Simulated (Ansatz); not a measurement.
## Relativistic treatment of Rh

```yaml
crystal:
  lattice:
    - [0.00000, 1.90299, 1.90299]
    - [1.90299, 0.00000, 1.90299]
    - [1.90299, 1.90299, 0.00000]
  atoms:
    - { symbol: Rh, position: [0.00000, 0.00000, 0.00000] }
```

Structure from Materials Project entry mp-74 (possibly hypothetical), not relaxed further.

Spin polarisation is left out, and whether a magnetic state lies lower isn't shown here.

One fixed cell is solved with LDA by full-potential LAPW in Ansatz 0.2.0 under different relativistic treatments. Pressure is positive in compression.

Settings: a Γ-centred 18×18×18 k mesh, Fermi–Dirac smearing of 0.05 eV, basis error target 0.5 meV/atom, no spin polarisation.

Problem. One of the runs gave P (GPa) = -1.99, lowest level at Γ above −25 eV, from the valence-band top or, without a gap, the Fermi level (eV) = -7.00. Which setting was it?
A. non-relativistic
B. scalar-relativistic
C. with spin–orbit coupling

Solution. A. The full set:
```
                 setting  P (GPa)  lowest level at Γ above −25 eV, from the valence-band top or, without a gap, the Fermi level (eV)
     scalar-relativistic   -11.80                                                                                              -8.04
        non-relativistic    -1.99                                                                                              -7.00
with spin–orbit coupling   -11.60                                                                                              -8.05
```
